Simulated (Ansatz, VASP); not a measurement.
Hf in VASP and in Ansatz

```
Hf
1.0
     3.23877    0.00000    0.00000
    -1.61938    2.80485    0.00000
     0.00000    0.00000    5.12436
Hf
2
Cartesian
  1.6194 0.9350 3.8433
  0.0000 1.8699 1.2811
```

Change from the starting cell: volume scaled by 1.04.

Alike in both runs: task single point; functional PBE; k mesh 10 × 10 × 5; occupations fermi-dirac, width 0.05 eV; no spin polarisation.

|  | VASP | Ansatz |
| --- | --- | --- |
| version | VASP 6.6.1 | Ansatz 0.2.0 |
| potentials or method | VASP PAW PBE potentials, release 64 (Hf_pv) | Ansatz PAW |
| plane-wave cutoff (eV) | 520 | 420 |
| valence electrons in the cell | 20 | 52 |

```tsv
	VASP	Ansatz	Ansatz less VASP
gap on the k mesh at the Fermi level (eV)	none	none	-
pressure (GPa)	-3.8	-3.4	+0.43
largest component of the traceless stress (GPa)	0.42	0.36	-0.055
```

A gap of «none» marks a metal or a gap that the smearing closes. The two sets of potentials don't hold the same shells in valence.

Spin-orbit coupling is left out, which matters for the levels of Hf.
